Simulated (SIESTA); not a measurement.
HfO2 in SIESTA: convergence with real-space mesh cutoff

Crystal: HfO2.

```
Hf O
1.0
     0.00000    2.55750    2.55750
     2.55750    0.00000    2.55750
     2.55750    2.55750    0.00000
Hf O
1 2
Cartesian
  -0.0370 -0.0159 0.0251
  3.8515 3.8457 3.8239
  1.2535 1.2817 1.2562
```

The cell isn't the ideal one: atoms moved at random, drawn with an rms of 0.05 Å.

| Property | Result |
| --- | --- |
| Program | SIESTA 5.4.2 |
| Task | single point |
| Functional | LDA |
| Potentials or basis | PseudoDojo 0.4 standard (LDA files) |
| Basis | DZP (energy shift 0.003 Ry; two zetas on semicore shells) |
| Grid cutoff | 100 Ry |
| Energy shift | 0.003 Ry |
| k mesh | 7 × 7 × 7 |
| Occupations | fermi-dirac, width 0.05 eV |
| Spin | no spin polarisation |

These are the settings of the first run; the series varies real-space mesh cutoff, with any setting tied to it.

Hardware: 1 thread of Arm Neoverse V1 (shared host).

Question: The values tried are 100 Ry, 150 Ry, 200 Ry, 300 Ry, 400 Ry, 500 Ry, 700 Ry, 900 Ry, 1200 Ry, loosest first. From which on does the energy stay within 1 meV/atom of the tightest run that finished?

Answer: From 150 Ry on.

```tsv
real-space mesh cutoff	energy less the tightest run, at zero smearing (meV/atom)	pressure (GPa)	largest force (eV/Å)	SCF cycles	CPU time (s)	peak memory (GiB)
100 Ry	12.84	-15.67	-	11	17	0.15
150 Ry	-0.06	-14.95	0.411	11	19	0.16
200 Ry	-0.02	-14.93	0.409	11	23	0.17
300 Ry	-0.05	-14.80	0.412	11	25	0.18
400 Ry	0.03	-14.86	0.407	11	29	0.19
500 Ry	0.02	-14.74	0.413	11	34	0.21
700 Ry	0.03	-14.82	0.410	11	47	0.25
900 Ry	0.02	-14.80	0.410	11	61	0.3
1200 Ry	0.00	-14.80	0.410	11	90	0.4
```

Against the tightest run, the pressure stays within 0.1 GPa from 300 Ry on; the largest force stays within 0.005 eV/Å from 150 Ry on. Values are those asked for, which the program may round to a finer grid. The tightest run that finished is the yardstick and may itself not be fully converged.

Caveat, for the tightest run too: short orbitals over semicore shells can move pressures by several GPa; the basis of atomic orbitals isn't converged, which shifts pressures, moduli and gaps.
